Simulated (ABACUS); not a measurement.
Crystal: LiF (Griceite).

```xyz
2
Lattice="0.0000 2.0140 2.0140 2.0140 0.0000 2.0140 2.0140 2.0140 0.0000" Properties=species:S:1:pos:R:3 pbc="T T T"
F     2.0140    2.0140    2.0140
Li    0.0000    0.0000    0.0000
```

Base run:

```yaml
Program: ABACUS 3.10.1
Functional: OLYP
Potentials_or_basis: SG15 ONCV 1.2 PBE
Cutoff: 1143 eV
Density_cutoff: 4572 eV
Basis: plane waves
k_mesh: 9 × 9 × 9
Occupations: fermi-dirac, width 0.05 eV
Spin: no spin polarisation
```

Its results: band gap on the k mesh 9.83 eV, direct; pressure 6.5 GPa.

**Question.** The run is repeated on the same cell with these changes: functional from OLYP to LDA; potentials or basis from SG15 ONCV 1.2 PBE to GBRV ultrasoft 1.5 LDA; cutoff from 1143 eV to 544 eV; density cutoff from 4572 eV to 4354 eV. What comes out?

**Answer.** Band gap on the k mesh 8.81 eV, direct; pressure -6.8 GPa.

Caveats: an odd mesh through Γ misses points on the zone boundary, where band edges often lie; the potentials were made for another functional, which shifts forces and pressure (some runs).
